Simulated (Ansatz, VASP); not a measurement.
**H8CO6: VASP beside Ansatz**

```
CELL_PARAMETERS angstrom
5.29909 0.00000 0.00000
0.00000 5.29909 0.00000
0.00000 0.00000 5.29909
ATOMIC_POSITIONS crystal
O 0.85009 0.91508 0.62354
O 0.62536 0.55083 0.28093
O 0.26547 0.78143 0.92565
O 0.56823 0.25128 0.86745
O 0.10155 0.39990 0.54231
O 0.32301 0.05593 0.37676
H 0.78440 0.79610 0.49781
H 0.97236 0.82468 0.72944
H 0.63856 0.44260 0.12711
H 0.66867 0.43553 0.41812
H 0.35080 0.65233 0.82537
H 0.30868 0.73452 0.09951
H 0.44282 0.12450 0.91949
H 0.68988 0.13991 0.77691
C 0.21204 0.22678 0.46128
```

Alike in both runs: functional PBE; dispersion D3(BJ); k mesh 1 × 1 × 1; occupations fermi-dirac, width 0.05 eV; no spin polarisation.

Ansatz relaxed the structure, and its values are those at the end. VASP's run is a single point on that final structure, the one shown.

```csv
,VASP,Ansatz
version,VASP 6.6.1,Ansatz 0.2.0
potentials or method,"VASP PAW PBE potentials, release 64 (O, H, C)","scalar-relativistic, plane waves, PAW"
plane-wave cutoff (eV),520,420
valence electrons in the cell,48,48
```

```tsv
	VASP	Ansatz	Ansatz less VASP
rms of the force components (eV/Å)	0.139	0.080	-0.0594
dispersion energy (meV/atom)	-45.4	-45.4	-0.01
```

One of these differences is far larger than is usual between the two programs; its cause wasn't traced.

Caveats: the standard files for N, O and F lose accuracy on very short bonds.
